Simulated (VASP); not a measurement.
A run of VASP 6.6.1:

Contents of INCAR:

```
PREC = Accurate ; ENCUT = 520
EDIFF = 1E-6 ; ISMEAR = 0
SIGMA = 0.01 ; LREAL = False
LASPH = True ; NELM = 80
ALGO = Fast ; ISIF = 2
LWAVE = False ; LCHARG = False
GGA = PE ; NBANDS = 11
```

The input KPOINTS:

```
Automatic mesh
0
Gamma
  6 6 6
```

Contents of POSCAR:

```
BeSe
1.0
    0.0000000000      2.4292498675      2.4292498675
    2.4292498675      0.0000000000      2.4292498675
    2.4292498675      2.4292498675      0.0000000000
Be Se
1 1
Direct
    0.0000000000      0.0000000000      0.0000000000
    0.2500000000      0.2500000000      0.2500000000
```

Potentials or basis: VASP PAW PBE potentials, release 64 (Be, Se).

Run with:

```console
$ cat potpaw_PBE.64/Be/POTCAR potpaw_PBE.64/Se/POTCAR > POTCAR
$ mpirun -np 1 vasp_std > vasp.out
```

Hardware: 1 thread of AMD EPYC 7R43 64-Core Processor (Zen 3), with other jobs on the host.

Task: How long does it take, and how much memory?

Result: Wall time 16 s on 1 thread of AMD EPYC 7R43 64-Core Processor (Zen 3) (shared host), peak memory 0.11 GiB. Counts: scf iterations 12, k points 16.
